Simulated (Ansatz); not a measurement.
**Tl: how the axes shrink under pressure**

Tl, P6_3/mmc, a = 3.535 Å, c = 5.473 Å. Ansatz: PBE+D3(BJ), PAW, 420 eV, Γ-centred 15×15×8 mesh on 2 atoms, Gaussian smearing 0.10 eV; no spin polarisation. Cell and atoms are relaxed at each pressure, and no other structure is tried, so the rows at high pressure may lie past a change of phase. y = 100 ln(c/c0) with c0 = 5.4734 Å, so nearly a change in per cent. The pressures are the targets, met within 0.02 GPa.

```
P (GPa) y  100 ln(a/a0)
   -1.0       ?             ?
    0.0    0.00          0.00
    1.0   -0.83         -1.01
    4.0   -1.13         -4.27
   12.0   -3.39         -8.91
   25.0   -7.00        -12.67
   50.0  -11.18        -17.02
   90.0  -15.74        -21.00
```

**Question.** Fit y = c1 P + c2 P² to the other rows, give the linear compressibility along c, and predict the missing y.

**Answer.** Least squares on the rows shown. y = −0.29982 P + 0.0013967 P². The linear compressibility along c is −c1/100 = 3.00 per TPa, against 5.77 along a from the same fit to the last column (its missing entry is 1.15): the crystal is softer along a at low pressure. The runs next to zero pressure give 9.46 and 10.85, so a parabola over the whole range misstates the start. With a term in P³ added, the coefficient of P becomes -0.3313, 11 % more, which shows how far this figure hangs on the form. At P = -1.0 the fit asked for gives 0.30. The run gave 1.06, so the fit is 0.76 too low, 4.5 % of the span of the series, against an rms of 0.30 on the fitted rows. The row lies outside the fitted range. With a term in P³ added, a fit to the same known rows predicts 0.33, no real gain.

The mesh isn't the same in all rows (15×15×8, 18×18×10). Spin–orbit coupling is left out, which can shift energies with elements as heavy as these.